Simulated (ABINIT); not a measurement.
# SnSe2 (P-3m1) in ABINIT: a series of runs

One crystal, SnSe2, is run at these levels: LDA, PBE; tasks: single point.

All numbers are computed with ABINIT 10.8.3 (patched build); they aren't measurements. Logs are shortened: lines on timing, memory, paths and dates and some standing lists are left out, and cuts for length are marked. The log counts tension as positive stress, the text compression.

## (1) Starting point

It takes space group P-3m1 (No. 164, trigonal). Conventional cell: a = 3.811 Å, b = 3.811 Å, c = 6.136 Å, α = 90.00°, β = 90.00°, γ = 120.00°. Sn (site symmetry -3m) has 6 Se at 2.68 Å as nearest neighbours. Se (site symmetry 3m) is surrounded by 3 Sn at 2.68 Å.

## (2) Single point, LDA, spin-orbit coupling, no magnetisation

run.abi reads:

```
pp_dirpath "./"
pseudos "Sn.LDA_PW-JTH_sp.xml, Se.LDA_PW-JTH.xml"

acell 3*1.0 Angstrom
rprim
     3.8110000000     0.0000000000     0.0000000000
    -1.9055000000     3.3004228138     0.0000000000
     0.0000000000     0.0000000000     6.1360000000
ntypat 2
znucl 50 34
natom 3
typat 1 2 2
xred
     0.0000000000     0.0000000000     0.0000000000
     0.6666666667     0.3333333333     0.7510000000
     0.3333333333     0.6666666667     0.2490000000

ecut 15.0
pawecutdg 30.0

kptopt 4
ngkpt 6 6 4
nshiftk 1
shiftk 0.0 0.0 0.0

ixc 7

nband 24
occopt 3
tsmear 0.05 eV

nspinor 2
nspden 1
pawspnorb 1

nstep 100
tolvrs 1.0e-9

iomode 3
prtwf 0
prtden 0
prteig 0
prtebands 0
enunit 2
```

Potentials or basis: JTH PAW LDA v2.0 sp.

Run with:

```sh
> abinit run.abi > log 2>&1
```

run.abo:

```text
.Version 10.8.3 of ABINIT
 Symmetries : space group P3 2 1 (#150); Bravais hP (primitive hexag.)
================================================================================
 Values of the parameters that define the memory need of the present run
     intxc =       0    ionmov =       0      iscf =      17    lmnmax =      13
     lnmax =       5     mgfft =      45  mpssoang =       3    mqgrid =    3001
     natom =       3  nloc_mem =       2    nspden =       1   nspinor =       2
    nsppol =       1      nsym =       6    n1xccc =       1    ntypat =       2
    occopt =       3   xclevel =       1
       mpw =        1466          nfft =       32805          nkpt =          34
 PAW method is used; the additional fine FFT grid is defined by:
   mgfftf=        60    nfftf =     77760
================================================================================
================================================================================

--------------------------------------------------------------------------------
------------- Echo of variables that govern the present computation ------------
--------------------------------------------------------------------------------
 -outvars: echo values of preprocessed input variables --------
            acell      1.8897261259E+00  1.8897261259E+00  1.8897261259E+00 Bohr
              amu      1.18710000E+02  7.89600000E+01
             ecut      1.50000000E+01 Hartree
           enunit           2
              ixc           7
           kptopt           4
         kptrlatt        6    0    0      0    6    0      0    0    4
          kptrlen      4.32104776E+01
            natom           3
            nband          24
            ngfft          27      27      45
          ngfftdg          36      36      60
             nkpt          34
          nspinor           2
            nstep         100
             nsym           6
           ntypat           2
           occopt           3
        pawcpxocc           2
        pawecutdg      3.00000000E+01 Hartree
        pawspnorb           1
           prtden           0
        prtebands           0
           prteig           0
            prtwf           0
            rprim      3.8110000000E+00  0.0000000000E+00  0.0000000000E+00
                      -1.9055000000E+00  3.3004228138E+00  0.0000000000E+00
                       0.0000000000E+00  0.0000000000E+00  6.1360000000E+00
          spgroup         150
           tolvrs      1.00000000E-09
           tsmear      1.83746611E-03 Hartree
            typat      1  2  2
           useylm           1
           xangst      0.0000000000E+00  0.0000000000E+00  0.0000000000E+00
                       1.9055000000E+00  1.1001409379E+00  4.6081360000E+00
                       8.6150260420E-17  2.2002818759E+00  1.5278640000E+00
            xcart      0.0000000000E+00  0.0000000000E+00  0.0000000000E+00
                       3.6008731329E+00  2.0789650726E+00  8.7081149909E+00
                       1.6280039787E-16  4.1579301452E+00  2.8872445176E+00
             xred      0.0000000000E+00  0.0000000000E+00  0.0000000000E+00
                       6.6666666667E-01  3.3333333333E-01  7.5100000000E-01
                       3.3333333333E-01  6.6666666667E-01  2.4900000000E-01
            znucl       50.00000   34.00000

================================================================================

 chkinp: Checking input parameters for consistency.

================================================================================
== DATASET  1 ==================================================================

--- !DatasetInfo
iteration_state: {dtset: 1, }
dimensions: {natom: 3, nkpt: 34, mband: 24, nsppol: 1, nspinor: 2, nspden: 1, mpw: 1466, }
cutoff_energies: {ecut:  15.0, pawecutdg:  30.0, }
electrons: {nelect:   1.60000000E+01, charge:   0.00000000E+00, occopt:   3.00000000E+00, tsmear:   1.83746611E-03, }
meta: {optdriver: 0, ionmov: 0, optcell: 0, iscf: 17, paral_kgb: 0, }
...

 Exchange-correlation functional for the present dataset will be:
  LDA: Perdew-Wang 92 LSD fit to Ceperley-Alder data - ixc=7
  J.P.Perdew and Y.Wang, PRB 45, 13244 (1992)

 Real(R)+Recip(G) space primitive vectors, cartesian coordinates (Bohr,Bohr^-1):
 R(1)=  7.2017463  0.0000000  0.0000000  G(1)=  0.1388552  0.0801681  0.0000000
 R(2)= -3.6008731  6.2368952  0.0000000  G(2)=  0.0000000  0.1603362  0.0000000
 R(3)=  0.0000000  0.0000000 11.5953595  G(3)=  0.0000000  0.0000000  0.0862414
 Unit cell volume ucvol=  5.2082339E+02 bohr^3
 Angles (23,13,12)=  9.00000000E+01  9.00000000E+01  1.20000000E+02 degrees

 Coarse grid specifications (used for wave-functions):

[... 75 lines left out ...]
- [  0.0000E+00,   0.0000E+00,   0.0000E+00, Sn]
- [  6.6667E-01,   3.3333E-01,   7.5100E-01, Se]
- [  3.3333E-01,   6.6667E-01,   2.4900E-01, Se]
cartesian_forces: # hartree/bohr
- [ -2.49258548E-29,  -1.43909490E-29,  -0.00000000E+00, ]
- [  1.24629274E-29,   7.19547448E-30,  -1.01670637E-02, ]
- [  1.24629274E-29,   7.19547448E-30,   1.01670637E-02, ]
force_length_stats: {min:   2.87818979E-29, max:   1.01670637E-02, mean:   6.77804243E-03, }
...

 Integrated electronic density in atomic spheres:
 ------------------------------------------------
 Atom  Sphere_radius  Integrated_density
    1        2.70162          2.54301738
    2        2.21132          3.94009131
    3        2.21132          3.94009131

================================================================================

 ----iterations are completed or convergence reached----

 Mean square residual over all n,k,spin=   11.484E-08; max=  46.656E-06
 reduced coordinates (array xred) for    3 atoms
       0.000000000000      0.000000000000      0.000000000000
       0.666666666667      0.333333333333      0.751000000000
       0.333333333333      0.666666666667      0.249000000000
 rms dE/dt=  5.5574E-02; max dE/dt=  1.1789E-01; dE/dt below (all hartree)
    1       0.000000000000      0.000000000000      0.000000000000
    2       0.000000000000      0.000000000000      0.117890758191
    3       0.000000000000      0.000000000000     -0.117890758191

 cartesian coordinates (angstrom) at end:
    1      0.00000000000000     0.00000000000000     0.00000000000000
    2      1.90550000000000     1.10014093793333     4.60813600000000
    3      0.00000000000000     2.20028187586667     1.52786400000000

 cartesian forces (hartree/bohr) at end:
    1     -0.00000000000000    -0.00000000000000    -0.00000000000000
    2      0.00000000000000     0.00000000000000    -0.01016706365193
    3      0.00000000000000     0.00000000000000     0.01016706365193
 frms,max,avg= 4.7927998E-03 1.0167064E-02   0.000E+00  0.000E+00  0.000E+00 h/b

 cartesian forces (eV/Angstrom) at end:
    1     -0.00000000000000    -0.00000000000000    -0.00000000000000
    2      0.00000000000000     0.00000000000000    -0.52281143350041
    3      0.00000000000000     0.00000000000000     0.52281143350041
 frms,max,avg= 2.4645567E-01 5.2281143E-01   0.000E+00  0.000E+00  0.000E+00 e/A
 length scales=  1.889726125908  1.889726125908  1.889726125908 bohr
              =  1.000000000000  1.000000000000  1.000000000000 angstroms
 Fermi (or HOMO) energy (hartree) =   0.02164   Average Vxc (hartree)=  -0.36370
 Eigenvalues (hartree) for nkpt=  34  k points:
 kpt#   1, nband= 24, wtk=  0.00694, kpt=  0.0000  0.0000  0.0000 (reduced coord)
  -0.50923   -0.50923   -0.44343   -0.44343   -0.21953   -0.21953   -0.02635   -0.02635
  -0.01253   -0.01253   -0.01069   -0.01069   -0.00198   -0.00198    0.01075    0.01075
   0.03987    0.03987    0.11050    0.11050    0.16751    0.16751    0.18356    0.18356
      occupation numbers for kpt#   1
   1.00000    1.00000    1.00000    1.00000    1.00000    1.00000    1.00000    1.00000
   1.00000    1.00000    1.00000    1.00000    1.00000    1.00000    0.99735    0.99735
   0.00005    0.00005    0.00000    0.00000    0.00000    0.00000    0.00000    0.00000
 prteigrs : prtvol=0 or 1, do not print more k-points.

 Fermi (or HOMO) energy (eV) =   0.58893   Average Vxc (eV)=  -9.89681
 Eigenvalues (   eV  ) for nkpt=  34  k points:
 kpt#   1, nband= 24, wtk=  0.00694, kpt=  0.0000  0.0000  0.0000 (reduced coord)
 -13.85684  -13.85684  -12.06631  -12.06631   -5.97369   -5.97369   -0.71699   -0.71699
  -0.34099   -0.34099   -0.29081   -0.29081   -0.05382   -0.05382    0.29241    0.29241
   1.08494    1.08494    3.00691    3.00691    4.55831    4.55831    4.99505    4.99505
 prteigrs : prtvol=0 or 1, do not print more k-points.

--- !EnergyTerms
iteration_state     : {dtset: 1, }
comment             : Components of total free energy in Hartree
kinetic             :  8.10022995888824E+00
hartree             :  2.59314330667750E+00
xc                  : -1.69337511269647E+01
Ewald energy        : -2.13601273526643E+01
psp_core            :  2.70989019785456E+00
local_psp           : -7.99080811773525E+00
PAW spherical_terms :  9.81914029548164E+00
internal            : -2.30622828384623E+01
'-kT*entropy'       : -6.30070756485745E-06
total_energy        : -2.30622891391699E+01
total_energy_eV     : -6.27556857482444E+02
...

--- !EnergyTermsDC
iteration_state     : {dtset: 1, }
comment             : '"Double-counting" decomposition of free energy'
band_energy         : -2.96907257281251E+00
Ewald energy        : -2.13601273526643E+01
psp_core            :  2.70989019785456E+00
xc_dc               : -1.02949632600021E+01
PAW spherical_terms :  8.85198433177655E+00
internal            : -2.30622886558478E+01
'-kT*entropy'       : -6.30070756485745E-06
total_energy_dc     : -2.30622949565553E+01
total_energy_dc_eV  : -6.27557015781566E+02
...

--- !EnergyTermsWithPAWCore
iteration_state     : {dtset: 1, }
comment             : 'Components of total free energy, including PAW core contributions'
Total energy        : -1.10259541646912E+04
Total energy DC     : -1.10259541705086E+04
Total energy (eV)   : -3.00031497505896E+05
Total energy DC (eV): -3.00031497664195E+05
...

 Cartesian components of stress tensor (hartree/bohr^3)
  sigma(1 1)= -2.17997446E-05  sigma(3 2)=  0.00000000E+00
  sigma(2 2)= -2.17997445E-05  sigma(3 1)=  0.00000000E+00
  sigma(3 3)= -7.25122791E-05  sigma(2 1)=  0.00000000E+00

-Cartesian components of stress tensor (GPa)         [Pressure=  1.1387E+00 GPa]
- sigma(1 1)= -6.41370629E-01  sigma(3 2)=  0.00000000E+00
- sigma(2 2)= -6.41370627E-01  sigma(3 1)=  0.00000000E+00
- sigma(3 3)= -2.13338491E+00  sigma(2 1)=  0.00000000E+00

== END DATASET(S) ==============================================================
================================================================================

 -outvars: echo values of variables after computation  --------
            acell      1.8897261259E+00  1.8897261259E+00  1.8897261259E+00 Bohr
           etotal     -2.3062294957E+01
            fcart     -2.4925854774E-29 -1.4390948964E-29 -0.0000000000E+00
                       1.2462927387E-29  7.1954744819E-30 -1.0167063652E-02
                       1.2462927387E-29  7.1954744819E-30  1.0167063652E-02
            rprim      3.8110000000E+00  0.0000000000E+00  0.0000000000E+00
                      -1.9055000000E+00  3.3004228138E+00  0.0000000000E+00
                       0.0000000000E+00  0.0000000000E+00  6.1360000000E+00
           strten     -2.1799744597E-05 -2.1799744526E-05 -7.2512279090E-05
                       0.0000000000E+00  0.0000000000E+00  0.0000000000E+00
           xangst      0.0000000000E+00  0.0000000000E+00  0.0000000000E+00
                       1.9055000000E+00  1.1001409379E+00  4.6081360000E+00
                       8.6150260420E-17  2.2002818759E+00  1.5278640000E+00
             xred      0.0000000000E+00  0.0000000000E+00  0.0000000000E+00
                       6.6666666667E-01  3.3333333333E-01  7.5100000000E-01
                       3.3333333333E-01  6.6666666667E-01  2.4900000000E-01
 Calculation completed.
```

It took 61 s on 1 thread of Arm Neoverse V2, shared host; peak memory 0.12 GiB.

What came out:

```
Free energy                                           : -627.5570 eV
Pressure                                              : 1.1 GPa
Largest force                                         : 0.523 eV/Å
Band gap on the k mesh                                : 0.60 eV, indirect (least direct gap 0.79 eV)
Valence electrons inside the program's atomic spheres : Sn 2.54; Se 3.94
```

Forces on the atoms (eV/Å):
```
Sn   0.000  0.000  0.000
Se   0.000  0.000 -0.523
Se   0.000  0.000  0.523
```

Caveat: this set keeps more shells in the core, which shifts pressures and gaps. A k mesh can miss the band edges.

## (3) Single point, PBE

run.abi reads:

```
# Pseudopotentials
pp_dirpath "./"
pseudos "Sn.upf, Se.upf"

# Structure
acell 3*1.0
rprim
     7.2017462609     0.0000000000     0.0000000000
    -3.6008731305     6.2368952135     0.0000000000
     0.0000000000     0.0000000000    11.5953595007
ntypat 2
znucl 50 34
natom 3
typat 1 2 2
xred
     0.0000000000     0.0000000000     0.0000000000
     0.6666666667     0.3333333333     0.7510000000
     0.3333333333     0.6666666667     0.2490000000

# Plane-wave basis
ecut 40.0

# k points
kptopt 1
ngkpt 6 6 4
nshiftk 1
shiftk 0.0 0.0 0.0

# Exchange and correlation
ixc 11

# Bands and occupations
nband 28
occopt 3
tsmear 0.00183747

# SCF cycle
nstep 100
tolvrs 1.0e-10

# Output
iomode 3
prtwf 0
prteig 0
prtebands 0
prtden 1
prtvha 1
prtvclmb 1
prtpot 1
prtelf 1
```

Potentials or basis: PseudoDojo NC SR PBE v0.4.1 standard.

Run with:

```sh
> mpirun --bind-to none -np 4 abinit run.abi > log 2>&1
```

Run time: 49 s. Hardware: 4 MPI ranks of Intel Xeon Platinum 8488C (Sapphire Rapids), shared host; peak memory 0.44 GiB.

It converged, with:

```
Free energy                                           : -8743.3295 eV
Pressure                                              : 5.6 GPa
Largest force                                         : 0.809 eV/Å
Band gap on the k mesh                                : 0.80 eV, indirect (least direct gap 1.06 eV)
Valence electrons inside the program's atomic spheres : Sn 10.49; Se 13.23
```

Forces on the atoms (eV/Å):
```
Sn   0.000  0.000  0.000
Se   0.000  0.000 -0.809
Se   0.000  0.000  0.809
```

Stress tensor (GPa, compression positive):
```
5.21 0.00 0.00
0.00 5.21 0.00
0.00 0.00 6.47
```

Levels at points of the mesh, in eV from the valence-band top:
```tsv
k point	band 21	band 22	band 23	band 24	band 25	band 26
(0.00, 0.00, 0.00)	-0.41	-0.41	0.00	1.06	2.95	4.63
(0.50, 0.00, 0.00)	-2.69	-1.21	-0.32	1.14	3.79	5.44
(0.00, 0.00, 0.50)	-0.79	-0.25	-0.25	2.42	2.91	4.36
(0.50, 0.00, 0.50)	-1.99	-0.85	-0.71	0.85	4.27	4.84
```

Caveat: spin-orbit coupling is left out, which moves the levels of the heavy elements; this functional lacks dispersion, which binds the layers, so the pressure and a relaxed spacing across them are unreliable. A k mesh can miss the band edges.
